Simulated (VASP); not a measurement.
NaI (strained CsCl): a PBE single-point calculation in VASP

INCAR

```
EDIFF = 1E-7
LCHARG = .TRUE.
NBANDS = 14
LELF = .TRUE.
LREAL = .FALSE.
NSW = 0
GGA = PE
SIGMA = 0.02
IBRION = -1
LWAVE = .FALSE.
ISIF = 2
NELM = 120
ENCUT = 520
LASPH = .TRUE.
PREC = Accurate
ISMEAR = -1
```

KPOINTS

```
KPOINTS created by Atomic Simulation Environment
0
Gamma
6 6 6
0 0 0
```

KPOINTS_OPT

```
special points
4
Reciprocal
0.0000000000 0.0000000000 0.0000000000 1
0.0000000000 0.5000000000 0.0000000000 1
0.5000000000 0.5000000000 0.0000000000 1
0.5000000000 0.5000000000 0.5000000000 1
```

POSCAR

```
Na I
 1.0000000000000000
     3.9225530217000002    0.0000000000000000    0.0000000000000000
     0.0000000000000000    3.9225530217000002    0.0000000000000000
     0.0000000000000000    0.0000000000000000    4.0405366932000000
 Na  I
   1   1
Cartesian
  0.0000000000000000  0.0000000000000000  0.0000000000000000
  1.9612765108500001  1.9612765108500001  2.0202683466000004
```

VASP ran with the recommended PBE PAW datasets (14 valence electrons in the cell).

Command

```
mpirun -np 1 vasp_std
```

From OUTCAR

```
k-points           NKPTS =     40   k-points in BZ     NKDIM =     40   number of bands    NBANDS=     14

   NELECT =      14.0000    total number of electrons

   dimension x,y,z NGX =    30 NGY =   30 NGZ =   30
   dimension x,y,z NGXF=    60 NGYF=   60 NGZF=   60

  energy-cutoff  :      520.00
  volume of cell :       62.17
      direct lattice vectors                 reciprocal lattice vectors
     3.922553022  0.000000000  0.000000000     0.254936006  0.000000000  0.000000000
     0.000000000  3.922553022  0.000000000     0.000000000  0.254936006  0.000000000
     0.000000000  0.000000000  4.040536693     0.000000000  0.000000000  0.247491874

 k-points in reciprocal lattice and weights: KPOINTS created by Atomic Simulation Env
   0.00000000  0.00000000  0.00000000       0.005
   0.16666667  0.00000000  0.00000000       0.019
   0.33333333  0.00000000  0.00000000       0.019
   0.50000000  0.00000000  0.00000000       0.009
   0.16666667  0.16666667  0.00000000       0.019
   0.33333333  0.16666667  0.00000000       0.037
   0.50000000  0.16666667  0.00000000       0.019
   0.33333333  0.33333333  0.00000000       0.019
   ...

 E-fermi :   2.9259

 k-point     1 :       0.0000    0.0000    0.0000
  band No.  band energies     occupation
      1     -21.2512      2.00000
      2     -21.2512      2.00000
      3     -21.2469      2.00000
      4      -9.6129      2.00000
      5       1.5335      2.00000
      6       1.8293      2.00000
      7       1.8293      2.00000
      8       4.8297      0.00000
      9       7.8223      0.00000
     10       8.0111      0.00000
     11      13.8008      0.00000
     12      14.1003      0.00000
     13      14.1003      0.00000
     14      14.3691      0.00000

 k-point     2 :       0.1667    0.0000    0.0000
  band No.  band energies     occupation
      1     -21.2542      2.00000
      2     -21.2509      2.00000
      3     -21.2466      2.00000
      4      -9.5182      2.00000
      5       0.7807      2.00000
      6       1.6245      2.00000
      7       1.9172      2.00000
      8       5.5144      0.00000
      9       8.1105      0.00000
     10       8.9449      0.00000
     11      12.1488      0.00000
     12      12.6023      0.00000
     13      13.1521      0.00000
     14      14.5774      0.00000

 k-point     3 :       0.3333    0.0000    0.0000
  band No.  band energies     occupation
      1     -21.2600      2.00000
      2     -21.2504      2.00000
      3     -21.2460      2.00000
      4      -9.3127      2.00000
      5      -0.5854      2.00000
      6       1.8209      2.00000
      7       2.1062      2.00000
      8       6.4627      0.00000
      9       8.7925      0.00000
     10       9.6470      0.00000
     11      10.6564      0.00000
     12      11.1449      0.00000
     13      12.3541      0.00000
     14      13.7180      0.00000

 k-point     4 :       0.5000    0.0000    0.0000
  band No.  band energies     occupation
      1     -21.2630      2.00000
      2     -21.2501      2.00000
      3     -21.2458      2.00000
      4      -9.2004      2.00000
      5      -1.1302      2.00000
      6       1.9277      2.00000
      7       2.2086      2.00000
      8       7.1149      0.00000
      9       8.9992      0.00000
     10       9.4417      0.00000
     11      10.0986      0.00000
     12      10.5974      0.00000
     13      11.2103      0.00000
     14      15.5529      0.00000

 k-point     5 :       0.1667    0.1667    0.0000
  band No.  band energies     occupation
      1     -21.2540      2.00000
      2     -21.2537      2.00000
      3     -21.2463      2.00000
      4      -9.4261      2.00000
      5       0.7594      2.00000
      6       1.0718      2.00000
      7       1.7157      2.00000
      8       6.1536      0.00000
      9       8.6592      0.00000
     10       9.3963      0.00000
     11      11.0918      0.00000
     12      12.0071      0.00000
     13      12.9457      0.00000
     14      13.5161      0.00000

 k-point     6 :       0.3333    0.1667    0.0000
  band No.  band energies     occupation
      1     -21.2596      2.00000
      2     -21.2532      2.00000
      3     -21.2458      2.00000
      4      -9.2268      2.00000
      5      -0.4404      2.00000
      6       1.2072      2.00000
      7       1.9126      2.00000
      8       6.9991      0.00000
      9       8.3755      0.00000
     10       9.8894      0.00000
     11      10.8231      0.00000
     12      10.9512      0.00000
     13      13.0261      0.00000
     14      13.4328      0.00000

 k-point     7 :       0.5000    0.1667    0.0000
  band No.  band energies     occupation
      1     -21.2625      2.00000
      2     -21.2529      2.00000
      3     -21.2455      2.00000
      4      -9.1181      2.00000
      5      -0.9718      2.00000
      6       1.3547      2.00000
      7       2.0197      2.00000
      8       7.6370      0.00000
      9       7.7605      0.00000
     10      10.1247      0.00000
     11      10.2773      0.00000
     12      10.3709      0.00000
     13      13.3295      0.00000
     14      13.6809      0.00000

 k-point     8 :       0.3333    0.3333    0.0000
  band No.  band energies     occupation
      1     -21.2589      2.00000
      2     -21.2586      2.00000
      3     -21.2453      2.00000
      4      -9.0417      2.00000
      5      -0.1897      2.00000
      6       0.0260      2.00000
      7       2.1103      2.00000
      8       6.5186      0.00000
      9       8.1353      0.00000
     10      10.8215      0.00000
     11      11.1167      0.00000
     12      11.5187      0.00000
     13      11.5824      0.00000
     14      13.8758      0.00000

 k-point     9 :       0.5000    0.3333    0.0000
  band No.  band energies     occupation
      1     -21.2615      2.00000
      2     -21.2583      2.00000
      3     -21.2450      2.00000
      4      -8.9414      2.00000
      5      -0.6027      2.00000
      6       0.1239      2.00000
      7       2.2175      2.00000
      8       5.9078      0.00000
      9       8.6790      0.00000
     10      10.5006      0.00000
     11      10.7496      0.00000
     12      11.4391      0.00000
     13      11.7001      0.00000
     14      14.5641      0.00000

 k-point    10 :       0.5000    0.5000    0.0000
  band No.  band energies     occupation
      1     -21.2611      2.00000
      2     -21.2611      2.00000
      3     -21.2448      2.00000
      4      -8.8458      2.00000
      5      -0.3800      2.00000
      6      -0.3800      2.00000
      7       2.3246      2.00000
      8       5.2071      0.00000
      9       9.3606      0.00000
     10      10.7665      0.00000
     11      10.7665      0.00000
     12      11.1091      0.00000
     13      11.1091      0.00000
     14      13.7480      0.00000

 k-point    11 :       0.0000    0.0000    0.1667
  band No.  band energies     occupation
      1     -21.2510      2.00000
      2     -21.2510      2.00000
      3     -21.2491      2.00000
      4      -9.5338      2.00000
      5       0.5993      2.00000
      6       1.9029      2.00000
      7       1.9029      2.00000
      8       5.5982      0.00000
      9       8.2330      0.00000
     10       8.6054      0.00000
     11      12.4003      0.00000
     12      12.4003      0.00000
     13      12.9877      0.00000
     14      14.3663      0.00000

 k-point    12 :       0.1667    0.0000    0.1667
  band No.  band energies     occupation
      1     -21.2539      2.00000
      2     -21.2507      2.00000
      3     -21.2488      2.00000
      4      -9.4418      2.00000
      5       0.6439      2.00000
      6       0.9930      2.00000
      7       1.9912      2.00000
      8       6.2606      0.00000
      9       8.5804      0.00000
     10       9.2396      0.00000
     11      10.7977      0.00000
     12      12.3548      0.00000
     13      13.2724      0.00000
     14      13.5872      0.00000

 k-point    13 :       0.3333    0.0000    0.1667
  band No.  band energies     occupation
      1     -21.2597      2.00000
      2     -21.2502      2.00000
      3     -21.2481      2.00000
      4      -9.2424      2.00000
      5      -0.4567      2.00000
      6       1.0345      2.00000
      7       2.1809      2.00000
      8       7.0480      0.00000
      9       8.2705      0.00000
     10       9.6511      0.00000
     11      11.0015      0.00000
     12      11.2927      0.00000
     13      13.2533      0.00000
     14      13.4595      0.00000

 ...

  Total        0.8074335      0.8074335      0.1748422      0.0000000      0.0000000     -0.0000000
  in kB       20.8084927     20.8084927      4.5058866      0.0000000      0.0000000     -0.0000000
  external PRESSURE =      15.3742906 kB  Pullay stress =       0.0000000 kB

 POSITION                                       TOTAL-FORCE (eV/Angst)
 -----------------------------------------------------------------------------------
      0.00000      0.00000      0.00000         0.000000      0.000000      0.000000
      1.96128      1.96128      2.02027         0.000000      0.000000      0.000000
 -----------------------------------------------------------------------------------
    total drift:                                0.000000     -0.000000     -0.000000

  FREE ENERGIE OF THE ION-ELECTRON SYSTEM (eV)
  ---------------------------------------------------
  free  energy   TOTEN  =        -5.0455382757 eV

  energy  without entropy=       -5.0455382757  energy(sigma->0) =       -5.04553828
```

* gap between bands v and c: 2.30 eV
* least direct gap: 2.55 eV
* pressure: 1.5 GPa

Band v is the last that the valence electrons fill when counted band by band, and c is the next.

The run took about 12 s on one core of a shared host (Intel Xeon 6975P-C) and held 0.2 GiB at most.
